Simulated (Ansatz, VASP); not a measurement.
**Na2S in VASP and in Ansatz**

INCAR

```
PREC = Accurate
ENCUT = 520
EDIFF = 1E-7
ISMEAR = -1
SIGMA = 0.01
LREAL = F
LASPH = T
NELM = 80
ALGO = Fast
ISIF = 2
LWAVE = F
LCHARG = T
GGA = CA
LELF = T
LVHAR = T
NBANDS = 17
```

KPOINTS

```
Automatic mesh
0
Gamma
  6 6 6
```

The input POSCAR:

```
Na2S
1.0
    0.0000000000      3.2491544893      3.2491544893
    3.2491544893      0.0000000000      3.2491544893
    3.2491544893      3.2491544893      0.0000000000
Na S
2 1
Direct
    0.2500000000      0.2500000000      0.2500000000
    0.7500000000      0.7500000000      0.7500000000
    0.0000000000      0.0000000000      0.0000000000
```

Input for Ansatz:

```yaml
crystal:
  lattice:
    - [0.0, 3.2491544893, 3.2491544893]
    - [3.2491544893, 0.0, 3.2491544893]
    - [3.2491544893, 3.2491544893, 0.0]
  atoms:
    - { symbol: Na, position: [0.25, 0.25, 0.25] }
    - { symbol: Na, position: [0.75, 0.75, 0.75] }
    - { symbol: S, position: [0.0, 0.0, 0.0] }
kpoints:
  mp_grid: { grid: [6, 6, 6] }
  band_path:
    path:
      - [0.0, 0.0, 0.0]
      - [0.5, 0.0, 0.5]
      - [0.625, 0.25, 0.625]
      - [0.375, 0.375, 0.75]
      - [0.0, 0.0, 0.0]
      - [0.5, 0.5, 0.5]
      - [0.5, 0.25, 0.75]
      - [0.5, 0.0, 0.5]
    npoints: 8
scf:
  occupations: { method: fermi_dirac, width: 0.01 }
hamiltonian:
  xc: lda
  pseudopotentials: { kind: all_electron, lapw: { basis_error: 0.001 } }
output:
  forces: true
  stress: true
  eigenvalues: true
  populations: true
  dos: { projected: true, de: 0.2, e_range: [-14, 8] }
```

The cell comes from a database or a generator and needn't be the stable form of this composition.

Alike in both runs: task single point; functional LDA; k mesh 6 × 6 × 6; occupations fermi-dirac, width 0.01 eV; no spin polarisation.

|  | VASP | Ansatz |
| --- | --- | --- |
| version | VASP 6.6.1 | Ansatz 0.2.0 |
| potentials or method | VASP PAW LDA potentials, release 64 (Na_pv, S) | all-electron LAPW, scalar-relativistic |
| plane-wave cutoff (eV) | 520 | see its input |

|  | VASP | Ansatz | Ansatz less VASP |
| --- | --- | --- | --- |
| gap on the k mesh at the Fermi level (eV) | 2.31 | 2.31 | -0.005 |
| pressure (GPa) | -1.6 | -1.6 | -0.02 |

Ansatz ran all-electron here, so the differences hold the error of VASP's frozen core and of both bases.

As with any semilocal functional, this LDA gap is likely too small.
